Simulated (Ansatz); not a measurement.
`Ic1ccccc1` + H₂O → `Oc1ccccc1` + HI at 600 K and 1 bar (formal hydrolysis of a C–I bond).

Gas-phase electronic energies from Ansatz, PBE0-D4/def2-TZVP geometries. CCSD(T)/CBS is the MP2 limit (def2-TZVPP, def2-QZVPP) plus CCSD(T) − MP2 in def2-TZVPP, frozen cores. This one scheme is used for every species. Elements past krypton have def2 core potentials. For I outer-core shells are correlated without core-valence functions, which leaves a few kJ/mol of doubt a bond. Each species was taken in one conformer, which may not be the lowest.

```json
{"species": "`Ic1ccccc1`", "CCSD(T)/CBS energy (Eh)": "-528.76333", "H − E (kJ/mol)": "296.7", "S (J/(mol·K))": "426.9"}
{"species": "H₂O", "CCSD(T)/CBS energy (Eh)": "-76.37941", "H − E (kJ/mol)": "76.8", "S (J/(mol·K))": "212.8"}
{"species": "`Oc1ccccc1`", "CCSD(T)/CBS energy (Eh)": "-307.09669", "H − E (kJ/mol)": "335.9", "S (J/(mol·K))": "409.1"}
{"species": "HI", "CCSD(T)/CBS energy (Eh)": "-298.03592", "H − E (kJ/mol)": "31.6", "S (J/(mol·K))": "227.0"}
```

H − E and S are ideal-gas, rigid-rotor, harmonic terms from PBE0-D4/def2-TZVP, for one conformer and one mirror image of each species. 1 Eh = 2625.50 kJ/mol, R = 8.31446 J/(mol·K).

By hand: ΔE, ΔH, ΔS and ΔG.

ΔE = (-307.09669) + (-298.03592) − (-528.76333) − (-76.37941) = 0.01013 Eh = 26.6 kJ/mol. Δ(H − E) = 335.9 + 31.6 − 296.7 − 76.8 = -6.0, so ΔH = 20.6 kJ/mol. ΔS = 409.1 + 227.0 − 426.9 − 212.8 = -3.6 J/(mol·K). ΔG = 20.6 − 600 × (-3.6)/1000 = 22.8 kJ/mol.

By hand: the equilibrium constant, and the temperature at which ΔG would vanish if ΔH and ΔS stayed fixed.

log₁₀ K = −ΔG/(RT ln 10) = -2.0. ΔH and −TΔS have one sign here, so there is no such temperature.

The number of gas molecules stays the same, so ΔS is small and ΔH decides. A doubt of 5 kJ/mol in ΔE shifts log₁₀ K by 0.4 here. Other conformers and mirror images would add mixing entropy, several J/(mol·K) or more a flexible species. These are equilibria of isolated gas molecules and say nothing of rates. Largest T1 diagnostic: 0.011 (customary marks: 0.02 for closed shells, 0.045 for open ones).

ΔS is within the doubt of such terms, so its sign, and with it that verdict, could turn.
